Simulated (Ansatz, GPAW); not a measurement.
# A Pd chain with two C atoms in line: relaxation, then transmission at several levels, part 2 of 4

How well does a Pd chain with two C atoms in line conduct once its atoms have relaxed, and how much do cheaper levels lose?

GPAW 26.7.0 and Ansatz 0.2.0; Ansatz plane waves; relaxation of the junction with the lead ends held (the session's first sound run).

So far. Step 2 (Relaxing the atoms): The relaxation lowered the energy of the cell by 0.205 eV.

## (3) Plane waves, PBE

A plane-wave run comes first: its basis does not favour the atoms, so it serves as the reference for the orbital bases.

This step: Ansatz plane waves; Landauer transmission by layers, zero bias (Ansatz 0.2.0).

File input.yaml:

```yaml
crystal:
  lattice:
    - [9.0, 0.0, 0.0]
    - [0.0, 9.0, 0.0]
    - [0.0, 0.0, 42.497]
  atoms:
    - { symbol: Pd, position: [0.5, 0.5, 0.029413841] }
    - { symbol: Pd, position: [0.5, 0.5, 0.0882415229] }
    - { symbol: Pd, position: [0.5, 0.5, 0.1470692049] }
    - { symbol: Pd, position: [0.5, 0.5, 0.2058968868] }
    - { symbol: Pd, position: [0.5, 0.5, 0.2647245688] }
    - { symbol: Pd, position: [0.5, 0.5, 0.3235522507] }
    - { symbol: Pd, position: [0.4985664479, 0.4722155676, 0.3843328683] }
    - { symbol: Pd, position: [0.4992556264, 0.5674660675, 0.4421541098] }
    - { symbol: C, position: [0.497448706, 0.5132846568, 0.4851611342] }
    - { symbol: C, position: [0.4935913835, 0.4892964834, 0.515004627] }
    - { symbol: Pd, position: [0.4789345897, 0.4366179185, 0.5579786018] }
    - { symbol: Pd, position: [0.5071999477, 0.5289121976, 0.6157089614] }
    - { symbol: Pd, position: [0.5, 0.5, 0.6764477493] }
    - { symbol: Pd, position: [0.5, 0.5, 0.7352754312] }
    - { symbol: Pd, position: [0.5, 0.5, 0.7941031132] }
    - { symbol: Pd, position: [0.5, 0.5, 0.8529307951] }
    - { symbol: Pd, position: [0.5, 0.5, 0.9117584771] }
    - { symbol: Pd, position: [0.5, 0.5, 0.970586159] }
kpoints:
  mp_grid: { grid: [1, 1, 2] }
hamiltonian:
  xc: pbe
scf:
  occupations: { method: fermi_dirac, width: 0.1 }
output:
  transmission:
    leads: [[0, 1]]
    e_range: [-2, 2]
    de: 0.025
    kmesh: [1, 1]
    reduced_basis: true
  write_potential: true
  write_density: true
  volumetric_format: npy
```

Run with:

```bash
$ ansatz run input.yaml --threads 4 --pin off --max-ram 8192MiB --backend cpu --events-out ev --progress --plain --runs-dir out
```

Numbers of over 12 decimals in the logs are rounded to 6 here.

Log:

```text
[...]
Crystal: 18 atoms, lattice volume = 3442.257 Å³
Basis set: ecut = 420 eV, 67243 PW (Γ)
Bands: 178, of which v1, the nominal top of the filled ones, is band 148 counted from 1 (147 counted from 0)
Symmetry: 1 space group operations
[...]
k-points: 2
[...]
SCF iter   1: F=—  HF=-112024.780029 eV  |F-HF|=—  |Δ(HF+E_count)|=         —  Δρ=6.27e-3  dr2=4.65e0  ethr=1.77e-3  ⟨swp⟩=10.5  Hψ=1743  notcnv=0  defer=8
[...]
SCF iter  13: F=-112024.585087 eV  HF=-112024.585087 eV  |F-HF|=4.09e-9  |Δ(HF+E_count)|=   3.28e-7  Δρ=7.66e-7  dr2=3.76e-8  ethr=3.38e-11  ⟨swp⟩=21.0  Hψ=1242  notcnv=0
SCF 1 converged in 13 iterations: F = -112024.585087 eV  dr2 = 3.76e-8
[...]
transmission: 54 of 324 steps passed
transmission: 108 of 324 steps passed
[...]
transmission: 324 of 324 steps passed
WARN: The output density's exchange-correlation potential varies sharply where the density is thin. Do not read a vacuum level from v_tot or v_xc, or from such a field of the output density. On a cell that repeats whose density bears no net charge and no dipole along the vacuum's axis use v_es (v_loc + v_h of the components); under efield.dipole_correction with no amplitude use v_es + v_field, which holds any externa [...]
SCF converged after 13 iterations
Free energy (F): -112024.585087 eV
[...]
Internal energy: -112022.888450 eV  (E = F + TS)
E sigma→0 (E₀):  -112023.736769 eV
Entropy (-TS):   -1.696637 eV (-94.258 meV/atom)
Fermi energy:    -3.589258 eV
[...]
--- Band table (eV) ---
  k-point 0: bands = [... 144 lower, -3.7410, -3.7206, -3.6467, -3.5722, -3.5456, -3.5262, -3.4940, -3.4886, ... 26 higher]
  k-point 1: bands = [... 144 lower, -3.6582, -3.6450, -3.6198, -3.6150, -3.5999, -3.5939, -3.5079, -3.4738, ... 26 higher]
--- Transmission ---
  basis      : 717 plane waves across, 54 finite elements along
  points     : 1, standing for a mesh of 1 x 1
  filling    : by the input's occupations and mesh, since the crystals that have channels conduct as metals do. If one of these is a semiconductor, that mesh has misplaced its level
  energies   : 161 from -2.000000 to 2.000000 eV about the Fermi level, 0.025000 eV apart; the leads are filled to 0.000000 eV, and channels, transmission and decay are at 0.000000 eV
  crystal 0  : Pd1, at the sites [0, 1], period 2.5000 Å, over 30.00 Å; its Hamiltonian steps by up to 1.2 meV
    offset         : up to 0.0000 Å between an atom of the period and one for which it stands
    filled         : 10.9 meV under the level at which it is neutral
    channels       : 4.000000e0 a spin
    conductance    : 3.8154e14 S/m² at 300 K; may be off by some 0.0 % by where its bands' edges are placed, 0.1 % from the distance to neutral
  junction   : crystal 0 to crystal 0, 0.70 to 40.70 Å
    transmission   : 2.465196e0 a spin
    error estimate : 5.800923e-4 a spin from the reduction of the transverse basis, at the most 5.167114e-3 at -1.625000 eV
    conductance    : 2.2738e14 S/m² at 300 K (2.2740e14 on every other energy)
    error estimate : 0.0 % from the energy spacing and 0.1 % from band edges of the leads and from resonances (wavevectors taken as independent; lower de), 0.0 % from the reduction of the transverse basis, 0.6 % from the steps of its leads' Hamiltonians or their offsets (lay more layers), 2.7 % from the distance to neutral
    resistance     : 1.7751e-3 Ω µm² beyond half of each lead's own
```

The job ended after 2.3 min (4 threads of Arm Neoverse V2, shared host; peak memory 5.2 GiB; 6.7 min of CPU time).

This step gave:

```yaml
free_energy: -112024.5851 eV
lead_level: 0 eV from the Fermi level
transmission_at_the_fermi_level_one_spin: 2.465
open_channels_of_the_lead_at_the_fermi_level_one_spin: 4
step_of_the_potential_along_the_lead: 1.2 meV
offset_of_the_lead: 0 Å
filling_of_the_lead_less_its_bulk_value_in_size: 10.9 meV
conductance: 2.377 G₀
```

One spin. Table of transmission, zone mean by energy, zero at the Fermi level:

```csv
energy (eV),"transmission, zone mean"
-2.000,1.12
-1.900,1.15
-1.800,1.25
-1.700,1.41
-1.600,1.60
-1.500,1.76
-1.425,1.80
-1.400,1.79
-1.300,1.61
-1.200,1.15
-1.100,0.650
-1.000,0.525
-0.900,1.61
-0.850,1.80
-0.800,1.75
-0.700,1.39
-0.600,2.04
-0.500,1.13
-0.400,1.81
-0.300,1.93
-0.200,2.43
-0.100,2.66
0.000,2.47
0.100,1.41
0.200,0.334
0.300,0.263
0.400,0.206
0.500,0.166
0.600,0.137
0.700,0.116
0.800,0.101
0.900,0.0905
1.000,0.0829
1.100,0.0774
1.200,0.0735
1.300,0.0708
1.400,0.0690
1.500,0.0680
1.600,0.0677
1.700,0.0679
1.800,0.0686
1.900,0.0697
2.000,0.0713
```

One spin. Table of open channels, zone mean by energy, zero at the Fermi level:

energy (eV), open channels, zone mean and a bar from the least value:
```
   -2.000       3.00 ###############
   -1.800       3.00 ###############
   -1.600       3.00 ###############
   -1.400       3.00 ###############
   -1.200       3.00 ###############
   -1.000       5.00 ##############################
   -0.800       5.00 ##############################
   -0.600       5.00 ##############################
   -0.400       4.00 ######################
   -0.200       4.00 ######################
    0.000       4.00 ######################
    0.200       1.00 
    0.400       1.00 
    0.600       1.00 
    0.800       1.00 
    1.000       1.00 
    1.200       1.00 
    1.400       1.00 
    1.600       1.00 
    1.800       1.00 
    2.000       1.00
```

Crystal 0, spin -, k parallel (0, 0); distinct values, listed up to 1.5 1/Å. Table of Im kz of the slowest decaying states by energy, zero at the Fermi level:

```csv
energy (eV),decay 1 (Å⁻¹),decay 2 (Å⁻¹),decay 3 (Å⁻¹),decay 4 (Å⁻¹)
-2.000,0.728,0.817,0.818,1.35
-1.800,0.678,0.726,0.727,1.33
-1.600,0.611,0.612,0.624,1.31
-1.400,0.448,0.449,0.564,1.29
-1.200,0.0277,0.0394,0.497,1.27
-1.000,0.418,1.25,1.26,1.37
-0.800,0.319,1.23,1.23,1.24
-0.600,0.172,1.21,1.22,1.33
-0.400,0.400,0.400,1.19,1.20
-0.200,0.554,1.17,1.17,1.28
0.000,0.658,0.658,1.15,1.15
0.200,0.087,0.0873,0.100,0.736
0.400,0.177,0.177,0.225,0.799
0.600,0.228,0.228,0.301,0.851
0.800,0.263,0.263,0.361,0.895
1.000,0.289,0.289,0.411,0.933
1.200,0.307,0.307,0.454,0.967
1.400,0.320,0.320,0.491,0.972
1.600,0.327,0.327,0.525,0.944
1.800,0.330,0.330,0.554,0.915
2.000,0.327,0.327,0.581,0.884
```

Crystal 0, spin -, k parallel (0, 0). Re kz of states that move upwards against energy, zero at the Fermi level:

```csv
energy (eV),channel 1 (Å⁻¹),channel 2 (Å⁻¹),channel 3 (Å⁻¹),channel 4 (Å⁻¹),channel 5 (Å⁻¹)
-2.0000,-0.781,-0.780,0.603,-,-
-1.7500,-0.694,-0.694,0.646,-,-
-1.5000,-0.615,-0.615,0.689,-,-
-1.2500,-0.541,-0.541,0.735,-,-
-1.0000,-0.470,-0.470,0.492,0.493,0.783
-0.7500,-0.398,-0.398,0.825,0.825,0.837
-0.5000,-0.325,-0.324,0.0787,0.899,-
-0.2500,-0.244,-0.243,0.308,0.975,-
0.0000,-0.141,-0.140,0.425,1.08,-
0.2500,0.513,-,-,-,-
0.5000,0.584,-,-,-,-
0.7500,0.644,-,-,-,-
1.0000,0.695,-,-,-,-
1.2500,0.740,-,-,-,-
1.5000,0.781,-,-,-,-
1.7500,0.818,-,-,-,-
2.0000,0.853,-,-,-,-
```

The electrostatic potential energy of an electron (with the applied field's), less the Fermi level, planar mean oscillates, so the rows of the table below give means over windows of 2.51 Å about each position, cut where the curve ends. Its first 14 maxima inside the range that stand out by 2 % of the span (Å: eV): 2.5: 5.04, 5.0: 5.04, 7.5: 5.04, 10.0: 5.04, 12.5: 5.05, 15.1: 5.07, 17.6: 5.04, 19.9: 5.42, 21.2: 5.45, 22.6: 5.42, 24.9: 5.03, 27.4: 5.07, 30.0: 5.05, 32.5: 5.04. Its first 14 minima: 1.2: 3.42, 3.7: 3.42, 6.2: 3.42, 8.7: 3.42, 11.2: 3.42, 13.7: 3.41, 16.4: 3.42, 18.7: 3.67, 20.7: 4.76, 21.8: 4.76, 23.8: 3.67, 26.1: 3.42, 28.8: 3.41, 31.3: 3.42.

Electrostatic potential energy of an electron (with the applied field's), less the Fermi level, planar mean against z; means over each step:

```csv
z (Å),"electrostatic potential energy of an electron (with the applied field's), less the Fermi level, planar mean (eV)"
1.25,4.29
3.76,4.29
6.27,4.29
8.79,4.29
11.29,4.30
13.80,4.30
16.31,4.30
18.82,4.54
21.33,5.07
23.84,4.51
26.35,4.30
28.86,4.29
31.37,4.29
33.88,4.29
36.40,4.29
38.91,4.29
41.41,4.18
```

The valence density, planar mean oscillates, so the rows of the table below give means over windows of 2.51 Å about each position, cut where the curve ends. Its first 14 maxima inside the range that stand out by 2 % of the span (Å: e/Å³): 1.2: 0.209, 3.7: 0.209, 6.2: 0.210, 8.7: 0.210, 11.2: 0.211, 13.7: 0.211, 16.4: 0.210, 18.7: 0.211, 21.5: 0.0406, 23.8: 0.211, 26.1: 0.210, 28.8: 0.211, 31.3: 0.211, 33.8: 0.210. Its first 14 minima: 2.5: 0.0148, 5.0: 0.0149, 7.5: 0.0149, 10.0: 0.0149, 12.5: 0.0149, 15.1: 0.0131, 17.6: 0.0141, 19.8: 0.0273, 22.7: 0.0273, 24.9: 0.0141, 27.4: 0.0132, 30.0: 0.0149, 32.5: 0.0149, 35.0: 0.0149.

The valence density, planar mean by z; means over each step:

```csv
z (Å),"valence density, planar mean (e/Å³)"
1.25,0.0886
3.76,0.0886
6.27,0.0886
8.79,0.0886
11.29,0.0886
13.80,0.0883
16.31,0.0884
18.82,0.0905
21.33,0.0376
23.84,0.0896
26.35,0.0883
28.86,0.0884
31.37,0.0886
33.88,0.0886
36.40,0.0886
38.91,0.0886
41.41,0.0993
```

T at the Fermi level is 2.47 of 4 open channels a spin.

## (4) GPAW, dzp

The script solves lead and junction separately, takes H and S in the orbital basis, and joins semi-infinite leads through their self-energies; the dzp basis is the working standard.

This step: GPAW LCAO, PAW setups; Landauer transmission from Green's functions with principal layers (ASE), zero bias (GPAW 26.7.0).

File run.py:

```python
import json
import numpy as np
from ase import Atoms
from ase.transport.calculators import TransportCalculator
from gpaw import GPAW, FermiDirac
from gpaw.lcao.tools import get_lcao_hamiltonian
from scipy.linalg import eigh

# The junction with lead layers at both ends, along the third cell vector
device = Atoms(
    ['Pd', 'Pd', 'Pd', 'Pd', 'Pd', 'Pd', 'Pd', 'Pd', 'C', 'C', 'Pd', 'Pd', 'Pd', 'Pd', 'Pd', 'Pd', 'Pd', 'Pd'],
    positions=[
        [4.50000, 4.50000, 1.25000],
        [4.50000, 4.50000, 3.75000],
        [4.50000, 4.50000, 6.25000],
        [4.50000, 4.50000, 8.75000],
        [4.50000, 4.50000, 11.25000],
        [4.50000, 4.50000, 13.75000],
        [4.48710, 4.24994, 16.33299],
        [4.49330, 5.10719, 18.79022],
        [4.47704, 4.61956, 20.61789],
        [4.44232, 4.40367, 21.88615],
        [4.31041, 3.92956, 23.71242],
        [4.56480, 4.76021, 26.16578],
        [4.50000, 4.50000, 28.74700],
        [4.50000, 4.50000, 31.24700],
        [4.50000, 4.50000, 33.74700],
        [4.50000, 4.50000, 36.24700],
        [4.50000, 4.50000, 38.74700],
        [4.50000, 4.50000, 41.24700]],
    cell=[[9.0, 0.0, 0.0], [0.0, 9.0, 0.0], [0.0, 0.0, 42.497]],
    pbc=True)

# One principal layer of the lead: the first 5 atoms of the device
lead = Atoms(
    ['Pd', 'Pd', 'Pd', 'Pd', 'Pd'],
    positions=[
        [4.50000, 4.50000, 1.25000],
        [4.50000, 4.50000, 3.75000],
        [4.50000, 4.50000, 6.25000],
        [4.50000, 4.50000, 8.75000],
        [4.50000, 4.50000, 11.25000]],
    cell=[[9.0, 0.0, 0.0], [0.0, 9.0, 0.0], [0.0, 0.0, 12.5]],
    pbc=True)

settings = dict(mode='lcao', basis='dzp', xc='PBE', h=0.2,
                occupations=FermiDirac(0.1), maxiter=250,
                mixer=dict(beta=0.1, nmaxold=8, weight=100.0),
                convergence=dict(density=0.0001))
energies = np.arange(-2, 2 + 1e-9, 0.025)
eta = 0.0001
n1, n2 = 1, 1
# k and -k transmit alike, so half of the mesh across the current serves
mesh = [(i, j) for i in range(n1) for j in range(n2) if (i, j) <= (-i % n1, -j % n2)]
weights = np.array([1 if (i, j) == (-i % n1, -j % n2) else 2 for i, j in mesh]) / (n1 * n2)

# [... helper functions left out ...]
fermi_lead = ground_state(lead, (1, 1, 9), 'lead.txt')
fermi_device = ground_state(device, (1, 1, 2), 'device.txt')
# [... loop over the mesh left out, but for ...]
        # Shift the lead onto the potential of the device's first layer
        shift = ((H[:, 0, 0] - H0[:, 0, 0]) / S0[0, 0]).real.mean()
# [...]
kT = 8.617333e-5 * 300
bias = [0.1, 0.2, 0.5, 1.0, 1.5, 2.0]
# [... integrals and printing left out ...]
```

Run with:

```bash
$ OMP_NUM_THREADS=1 OPENBLAS_NUM_THREADS=1 python run.py
```

Log:

```text
basis functions: device 458, principal layer 135
Fermi level: lead -4.0202 eV, device -4.1115 eV; lead shifted by -0.0014 eV
largest coupling past the next layer 1.07e-04 eV, largest misfit of the first layer 0.044 eV
  E-E_F (eV)   T (one spin)  channels
    -2.000    1.0118e+00    3.0000
    -1.975    1.0161e+00    3.0000
    -1.950    1.0248e+00    3.0000
    -1.925    1.0374e+00    3.0000
    -1.900    1.0522e+00    3.0000
    -1.875    1.0717e+00    3.0000
    -1.850    1.0936e+00    3.0000
    -1.825    1.1185e+00    3.0000
    -1.800    1.1464e+00    3.0000
    -1.775    1.1773e+00    3.0000
    -1.750    1.2112e+00    3.0000
    -1.725    1.2480e+00    3.0000
    -1.700    1.2876e+00    3.0000
    -1.675    1.3297e+00    3.0000
    -1.650    1.3740e+00    3.0000
    -1.625    1.4198e+00    3.0000
[...]
1.825    6.6551e-02    1.0000
     1.850    6.6741e-02    1.0000
     1.875    6.6958e-02    1.0000
     1.900    6.7202e-02    1.0000
     1.925    6.7472e-02    1.0000
     1.950    6.7768e-02    1.0000
     1.975    6.8089e-02    1.0000
     2.000    6.8434e-02    1.0000
conductance at 300 K: 2.337 G0 a cell; thermopower 24.6 uV/K
current from the zero-bias T(E) at 0.1 V: 17.786 uA
current from the zero-bias T(E) at 0.2 V: 33.768 uA
current from the zero-bias T(E) at 0.5 V: 68.353 uA
current from the zero-bias T(E) at 1.0 V: 104.63 uA
current from the zero-bias T(E) at 1.5 V: 136.6 uA
current from the zero-bias T(E) at 2.0 V: 158.73 uA
```

The job ended after 6.5 min (1 thread; peak memory 1.7 GiB).

Numbers from this step:

```
conductance                                    : 2.337 G₀
largest coupling past the next principal layer : 1.07e-4 eV
largest misfit of the first principal layer    : 0.04395 eV
shift that aligns the lead                     : -0.001400 eV
basis functions of the junction                : 458
basis functions of a principal layer           : 135
transmission at the Fermi level (one spin)     : 2.455
```

One spin. The transmission, zone mean by energy, zero at the Fermi level:

energy (eV), transmission, zone mean and a bar:
```
   -2.000       1.01 ###########
   -1.900       1.05 ###########
   -1.800       1.15 ############
   -1.700       1.29 ##############
   -1.600       1.47 ################
   -1.500       1.64 ##################
   -1.400       1.74 ###################
   -1.375       1.74 ###################
   -1.300       1.70 ##################
   -1.200       1.45 ###############
   -1.100       1.01 ##########
   -1.000       0.55 #####
   -0.900       0.55 #####
   -0.800       1.80 ###################
   -0.775       1.86 ####################
   -0.700       1.66 ##################
   -0.600       1.29 ##############
   -0.500       1.93 #####################
   -0.400       1.66 ##################
   -0.300       1.78 ###################
   -0.200       2.34 #########################
   -0.100       2.76 ##############################
    0.000       2.46 ###########################
    0.100       1.09 ###########
    0.200       0.39 ####
    0.300       0.30 ###
    0.400       0.23 ##
    0.500       0.18 #
    0.600       0.15 #
    0.700       0.12 #
    0.800       0.11 
    0.900       0.09 
    1.000       0.09 
    1.100       0.08 
    1.200       0.07 
    1.300       0.07 
    1.400       0.07 
    1.500       0.07 
    1.600       0.07 
    1.700       0.07 
    1.800       0.07 
    1.900       0.07 
    2.000       0.07
```

Crossings of the lead's bands, unfolded to its shortest repeat. The open channels, zone mean by energy, zero at the Fermi level:

```csv
energy (eV),"open channels, zone mean"
-2.000,3
-1.800,3
-1.600,3
-1.400,3
-1.200,3
-1.000,5
-0.800,5
-0.600,5
-0.400,4
-0.200,4
0.000,4
0.200,1
0.400,1
0.600,1
0.800,1
1.000,1
1.200,1
1.400,1
1.600,1
1.800,1
2.000,1
```

Not self-consistent under bias; the bias window is split evenly. Current through one cell, from the zero-bias transmission against bias:

```csv
bias (V),"current through one cell, from the zero-bias transmission (μA)"
0.100,17.8
0.200,33.8
0.500,68.4
1.000,105
1.500,137
2.000,159
```

Table of transmission of the three most open eigenchannels by energy, zero at the Fermi level:

```csv
energy (eV),channel 1,channel 2,channel 3
-2.000,0.781,0.225,0.00630
-1.900,0.821,0.217,0.0135
-1.800,0.861,0.257,0.0282
-1.700,0.896,0.336,0.0552
-1.600,0.922,0.449,0.0958
-1.500,0.934,0.566,0.141
-1.400,0.931,0.635,0.173
-1.300,0.908,0.607,0.181
-1.200,0.855,0.441,0.159
-1.100,0.741,0.173,0.0937
-1.000,0.521,0.0172,0.00939
-0.900,0.399,0.122,0.0274
-0.800,0.820,0.723,0.260
-0.700,0.776,0.700,0.186
-0.600,0.684,0.435,0.168
-0.500,0.759,0.741,0.426
-0.400,0.993,0.489,0.177
-0.300,0.735,0.697,0.346
-0.200,0.865,0.854,0.618
-0.100,0.988,0.919,0.852
0.000,0.945,0.882,0.629
0.100,0.431,0.358,0.302
0.200,0.391,2.5e-7,1.4e-11
0.300,0.297,2.5e-7,0
0.400,0.230,2.6e-7,0
0.500,0.182,2.6e-7,0
0.600,0.149,2.6e-7,0
0.700,0.125,2.7e-7,0
0.800,0.107,2.7e-7,0
0.900,0.0948,2.8e-7,0
1.000,0.0856,2.8e-7,0
1.100,0.0790,2.8e-7,0
1.200,0.0742,2.9e-7,0
1.300,0.0708,2.9e-7,0
1.400,0.0684,3.0e-7,0
1.500,0.0670,3.0e-7,0
1.600,0.0662,3.1e-7,0
1.700,0.0660,3.1e-7,0
1.800,0.0664,3.2e-7,0
1.900,0.0672,3.2e-7,0
2.000,0.0684,3.2e-7,0
```

At the Fermi level T is 2.46 against 2.47 in plane waves. Couplings past the next layer reach 1.1e-4 eV, small enough to drop; the matrix elements of the cell's first layer differ from the bulk lead's by up to 0.044 eV. That layer keeps its own values in the calculation, and only beyond it is the lead taken as perfect. The Fermi levels of lead and junction count from different zeros of potential, one for each periodic cell; with both set to zero, the small remaining shift is what aligns them. By hand: G = 2.337 × 77.48 μS = 181 μS, a resistance of 5.52 kΩ; at 0.1 V a linear junction would pass 18.1 μA, and the integral over the bias window gives 17.8 μA.

[end of part 2 of 4]

[Logs are printed without paths, hosts, clocks, repeated set-up lines and the standing remarks that a program may print on its own settings, such as how far it seeks lower states.]

[Hosts, paths, dates, database ids (printed as entryN), source tags and the programs' standing remarks are cut or masked in the printed files.]
